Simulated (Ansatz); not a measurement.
# GaP: the cost of one run

Method: DFT PBEsol, scalar-relativistic, plane waves, PAW, in Ansatz 0.2.0.

15 further runs of the same task are left out: 15 set aside as unsound or not needed.

## Step 1: The system as given

Symmetry: F-43m, No. 216, cubic system. Conventional cell: a = 5.451 Å, b = 5.451 Å, c = 5.451 Å, α = 90.00°, β = 90.00°, γ = 90.00°. Ga (site symmetry -43m) has 4 P at 2.36 Å as nearest neighbours. Around P (site symmetry -43m) lie 4 Ga at 2.36 Å.

As a file:

```xyz
2
Lattice="0.0000 2.7252 2.7252 2.7252 0.0000 2.7252 2.7252 2.7252 0.0000" Properties=species:S:1:pos:R:3 pbc="T T T"
Ga    0.0000    0.0000    0.0000
P     4.0879    4.0879    4.0879
```

The structure comes from the Crystallography Open Database.

## Step 5: The grid

The energy is mapped over volume and the cell's shape.

First coordinate, volume per atom: 7 values from 18.50 to 21.72 Å³. Second coordinate, c/a of the conventional cell: 7 values from 0.923 to 1.083.

Nothing else is relaxed (symmetry fixes all fractional coordinates). Energies count from the relaxed crystal. Points are written as (first, second).

(The set-up runs are not shown.)

## Step 6: The run at (21.72 Å³, 0.974)

File input.yaml:

```yaml
crystal:
  lattice:
    - [0.0, 2.7407766802, 2.8150951933]
    - [2.8150951933, 0.0, 2.8150951933]
    - [2.8150951933, 2.7407766802, 0.0]
  atoms:
    - { symbol: Ga, position: [0.0, 0.0, 0.0] }
    - { symbol: P, position: [0.75, 0.75, 0.75] }
basis:
  ecutwfc: 420
kpoints:
  mp_grid: { grid: [10, 10, 10] }
hamiltonian:
  xc: pbesol
  pseudopotentials: { kind: paw, azcp: { folder: soft_1 } }
scf:
  occupations: { method: gaussian, width: 0.05 }
output:
  forces: true
  stress: true
  eigenvalues: true
```

On the command line:

```bash
> ansatz run input.yaml --threads 1 --pin off --max-ram 2048MiB --backend cpu --events-out ev --progress --plain --runs-dir out
```

**Question.** How long does this run take on 1 thread of Arm Neoverse N1, shared host, and how much memory does it need?

About 10 s, with a peak of 0.34 GiB.
